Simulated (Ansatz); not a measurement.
Barrier of one jump, Ti in TiAl

Method: DFT PBE, scalar-relativistic, plane waves, PAW in Ansatz 0.2.0. Run with 420 eV cutoff, 4×4×4 k-mesh, shifted by half a step, Gaussian smearing of 0.10 eV, no spin polarisation.

Host crystal, relaxed:

```xyz
2
Lattice="2.8216 0.0000 0.0000 0.0000 2.8216 0.0000 0.0000 0.0000 4.0783" Properties=species:S:1:pos:R:3 pbc="T T T"
Ti    1.4108    1.4108    2.0391
Al    0.0000    0.0000    0.0000
```

In a supercell of 16 host sites, interstitial Ti hops to an equivalent place, moving 1.56 Å between the relaxed ends. Climbing-image nudged elastic band at fixed cell with images 0 (start) to 6 (end), the path measured over all atoms, converged to 0.05 eV/Å; the order of the saddle wasn't checked, and the small cell leaves errors of about a tenth of an eV.

Supercell rows in host cell vectors: 2 0 1; 0 -2 -1; 0 2 -1. Ti was set at (0.000, 0.000, 0.500) of the host cell.

At the relaxed start Ti has 4 Ti at 2.35 Å, 1 Al at 2.37 Å, 4 Al at 2.85 Å, 1 Al at 2.86 Å.

(1) How high is the barrier, and where does the atom pass?

## Answers

(1) 1.51 eV at image 3, where Ti has 4 Ti at 2.21 Å, 2 Al at 2.42 Å.

Cost: 1 run of about 19 core-minutes, on Oxide Virtual Turin-like Processor (Zen 5) (shared hosts).